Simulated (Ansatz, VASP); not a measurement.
# Sn: VASP beside Ansatz

```xyz
1
Lattice="-2.0245 2.0245 1.6558 2.0245 -2.0245 1.6558 2.0245 2.0245 -1.6558" Properties=species:S:1:pos:R:3 pbc="T T T"
Sn    0.0000    0.0000    0.0000
```

Alike in both runs: functional r2SCAN; k mesh 16 × 16 × 16; occupations gaussian, width 0.1 eV; no spin polarisation.

Ansatz relaxed the structure, and its values are those at the end. VASP's run is a single point on that final structure, the one shown.

```csv
,VASP,Ansatz
version,VASP 6.6.1,Ansatz 0.2.0
potentials or method,"VASP PAW PBE potentials, release 64 (Sn_d)","scalar-relativistic, plane waves, PAW"
plane-wave cutoff (eV),520,500
valence electrons in the cell,14,14
```

|  | VASP | Ansatz | Ansatz less VASP |
| --- | --- | --- | --- |
| gap on the k mesh at the Fermi level (eV) | none | none | - |
| pressure (GPa) | 0.0 | 0.0 | 0.00 |

A gap of «none» marks a metal or a gap that the smearing closes.

Caveats: the PAW data sets were made with another functional, which shifts forces and pressure a little (VASP).
